Q: I computed the energy of metallic In₃Sb on a coarse k mesh with five widths of Gaussian smearing. The energies are extrapolated to zero smearing, so the width should hardly matter. Between 0.01 and 0.05 eV the energy moves by only 1 meV/atom. May I call it converged?

Cubic In₃Sb (Cu₃Au type, a = 4.837 Å) at fixed geometry, computed with Ansatz 0.2.0 (plane-wave PAW, PBEsol, scalar-relativistic, no spin polarisation, cutoff 420 eV) on a 5×5×5 k mesh with Gaussian smearing. The reference uses a 10×10×10 mesh and a Gaussian width of 0.1 eV. "Energy" is extrapolated to zero smearing; pressure is positive in compression.

```tsv
occupation width (eV)	energy less reference (meV/atom)	free energy less reference (meV/atom)	pressure less reference (GPa)
0.01	31.0	32.4	0.720
0.05	30.0	30.3	0.705
0.1	28.9	27.4	0.679
0.2	27.1	20.0	0.565
0.4	23.3	-2.58	0.401
```

A: Look first at the row at 0.1 eV. It has the same occupation rule and the same width as the reference, and only the k mesh differs. Its energy is still 28.9 meV/atom too high, so that error belongs to the mesh alone. Your change of 1 meV/atom shows that the result is insensitive to a small width, which is a different matter from its being right.

Q: Then what does the extrapolation to zero smearing remove?

A: It removes the leading error of the width, provided that the levels near the Fermi level are dense. Call the width $\sigma$, the internal energy $E$ and the smearing entropy term $TS$. The free energy is $F=E-TS$, and the energy at zero smearing is estimated as the mean

$$E_0=\tfrac12(E+F)=F+\tfrac12TS .$$

The $T$ here is no real temperature; the width plays its part.

In a metal with a smooth density of states, the number of partly filled levels grows in proportion to $\sigma$. Each of them adds to $TS$ an amount that is also proportional to $\sigma$, so $TS=a\sigma^2$ with a constant $a$. Because the occupations minimise $F$, a change of width acts on $F$ only through the explicit factor in the entropy term, which gives $dF/d\sigma=-TS/\sigma$. Integration shows that $F$ falls by $a\sigma^2/2$ while $E$ rises by the same amount. Their mean stays at the value for zero width.

Q: And on my mesh the levels aren't dense?

A: They are sparse and they come in bunches. The 5×5×5 mesh has 125 points, but cubic symmetry leaves only 10 distinct ones. Up to 24 points share the same energies, and one such shared level can hold about 0.38 electrons per cell. The electron count is fixed, so the last bunch to be filled will usually be filled only in part, and the Fermi level then sits on it.

Now widen the smearing a little. As long as the width is small compared with the distance to the next bunch, no electron moves to a level of different energy. The internal energy therefore stays constant. The number of partly filled levels stays constant too, so $TS$ grows as $b\sigma$, with $b$ another constant, and no longer as $\sigma^2$.

Q: Does the mean of $E$ and $F$ still work in that case?

A: No, because the two errors no longer balance. $E$ is already at its value for zero width, while $F$ lies below it by the whole of $TS$. The mean is then too low by $TS/2$, an error that is linear in the width.

Q: Can I see this in the table, which has no column for the entropy?

A: You can recover it from the two energy columns, since $E_0-F=TS/2$. Both columns are differences from the reference, so you must add back the reference's own $TS/2$, which the same calculations give as 1.61 meV/atom. At 0.05 eV this makes $30.0-30.3+1.61=1.31$ meV/atom. For the run at 0.01 eV the entropy term was printed directly, and half of it is 0.26 meV/atom.

The width has grown by a factor of 5 and the entropy term by about the same factor, as far as the rounding of the table lets one tell. A smooth metal would have given 25. This is the behaviour of a Fermi level held by a few partly filled levels. One bunch alone isn't enough: with Gaussian smearing, a level shared by 24 points adds at most 0.14 meV/atom to $TS/2$ at a width of 0.01 eV, about half of the printed value. At least two bunches must therefore lie close together at the Fermi level. The levels of the coarse run aren't listed, but the reference mesh contains all its points, and I have the reference's levels for six of the ten distinct ones. None of these levels lies within 0.1 eV of the coarse run's Fermi level, though the nearest, a doubly degenerate one, misses by only about 0.12 eV and the coarse run's own levels may be shifted a little. The partly filled levels are therefore expected at the other four points, those with no coordinate equal to zero.

Q: So the fall of 1 meV/atom between these two rows isn't an improvement?

A: It is the extrapolation going astray. If you add $TS/2$ back to the energy in each of the two rows, you get the internal energy, and it lies 31.3 meV/atom above the reference's zero-smearing energy both times. That is where this mesh leads as the width goes to zero. The energy in the table drifts towards the reference only because too much is subtracted.

Q: How far is the entropy from that of a properly sampled metal?

A: Take the reference's value and scale it with the square of the width. For 0.05 eV, half the reference width, the estimate is $1.61\times(0.05/0.1)^2=0.40$ meV/atom. The coarse mesh gives about three times as much. For 0.4 eV the estimate is $1.61\times 4^2=25.8$ meV/atom, and the coarse mesh gives 27.5, only 7 % more.

The estimate has no adjusted constant, but it assumes that the density of states is level over the whole window and that the reference mesh is itself dense enough at 0.1 eV. Neither assumption is tested here, so the figure of 7 % is only a rough one. The coarse mesh departs badly from the estimate for narrow smearing and approaches it for wide smearing. The reason is that a wide window takes in many bunches of levels, and their average begins to resemble a smooth metal.

Q: Then 0.4 eV should be the best choice. The free energy there is only 2.58 meV/atom below the reference.

A: That small number is the most misleading one in the table. The energy at zero smearing is still 23.3 meV/atom too high. The free energy lies below it by $TS/2$, which is 27.5 meV/atom here but only 1.61 in the reference. The difference of the two errors is $23.3-27.5+1.6$, or about $-2.6$ meV/atom. Two large errors of opposite sign have nearly cancelled, and at another width they don't: at 0.2 eV the free energy is 20.0 meV/atom too high.

The pressure exposes the accident. It follows from the way the free energy changes with volume, and a cancellation at one volume needn't hold for that slope. At 0.4 eV the pressure is still wrong by 0.401 GPa, more than half of its error at the narrowest width.

Q: If the entropy is nearly right at 0.4 eV, why is the energy still so far off?

A: The entropy term counts the levels within a window around the Fermi level. The energy also depends on where the filled levels lie, and for that the calculation has to follow the bands from one k point to the next. In the reference run, one band rises by about 2.1 eV, to just below the Fermi level, between the zone centre and the next point that the coarse mesh would use along an axis. A width of 0.4 eV blurs each sampled level but can't tell the calculation what the band does in between.

Part of the 23.3 meV/atom may also come from the width itself, because the mean of $E$ and $F$ removes only the quadratic term. To separate the two parts you would need a run at 0.4 eV on the fine mesh, which isn't here. Only the row at 0.1 eV isolates the mesh error cleanly.

Q: Suppose I had only the coarse runs. What would have warned me?

A: Divide the entropy term by the square of the width. In a well-sampled metal with a smooth density of states the quotient is nearly constant. On your mesh it is about 15 times larger at 0.01 eV than at 0.4 eV, which tells you that the narrow widths see single levels instead of a continuous band.

The test works in one direction only. A quotient that varies strongly is a warning, but a reasonable entropy doesn't prove that the energy is right, as the widest smearing suggests. The size of the error appears only when you change the mesh at a fixed width. Vanishing forces would be no reassurance either, because symmetry forbids any force on these atoms whatever the mesh.

Q: So in what order should I converge the settings?

A: Fix a moderate width and refine the mesh until both the energy and the pressure stop moving. Then vary the width on that mesh. A finer mesh brings neighbouring levels closer together, so the region in which the entropy grows linearly should retreat to smaller widths, and the extrapolation can do its work.

Apply the same procedure to the reference. No denser mesh stands behind it here, so the errors in the table are distances from the 10×10×10 result and not from the limit of perfect sampling. The argument about bunched levels also doesn't predict that the coarse energy should come out too high; that sign is a result of the calculation which I can't derive from it.
